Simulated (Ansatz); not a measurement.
All numbers below come from DFT PBE, scalar-relativistic, plane waves, PAW (Ansatz). Plane waves to 420 eV, an 8×4×6 mesh through Γ for the 12-atom cell and 0.02 eV Gaussian smearing; no spin polarisation.

Formation energies are uncorrected and refer to the elements' standard structures at the same level (O₂ as a molecule).

Task: Give a relaxed trial structure of an orthorhombic semiconductor with formula ZnO, with a gap near 0.9 eV, a formation energy near −1.33 eV/atom and about 13 Å³ per atom, in a cell of 12 atoms.

Result: ZnO, space group Pmmn (No. 59). Zn on a site of symmetry m has 4 O at 1.97–2.03 Å; Zn on a site of symmetry mm2 is surrounded by 4 O at 1.98–2.02 Å; O on a site of symmetry mm2 has 4 Zn at 1.97–2.02 Å; around O on a site of symmetry m lie 4 Zn at 1.98–2.03 Å.

```xyz
12
Lattice="3.3500 0.0000 0.0000 0.0000 10.1517 0.0000 0.0000 0.0000 4.7518" Properties=species:S:1:pos:R:3 pbc="T T T"
Zn    1.6750    8.6438    0.5108
Zn    1.6750    1.5079    0.5108
Zn    0.0000    0.0000    2.9048
Zn    1.6750    5.0758    1.8470
Zn    0.0000    3.5680    4.2411
Zn    0.0000    6.5837    4.2411
O     1.6750    0.0000    1.7788
O     0.0000    8.6091    4.1434
O     0.0000    1.5426    4.1434
O     1.6750    3.5332    0.6084
O     1.6750    6.6185    0.6084
O     0.0000    5.0758    2.9731
```

The volume per atom is 13.47 Å³, the density is 5.02 g/cm³ and the energy over the elements is −1.334 eV/atom. The gap on the 8×4×6 mesh of the 12-atom cell is 0.87 eV.

The structure comes from a generated guess, relaxed at this level; another structure or a mixture of phases may lie lower. Other answers may fit too; this one was computed.

Kohn–Sham gaps at this level usually fall short of measured ones. This cell was reached by moving the atoms of another relaxed cell at random and relaxing again, last within the group found; it had no such test of its own. Another cell of ZnO relaxed alike, in I4cm, lies 19 meV/atom lower, so this cell isn't the stable form at this level.
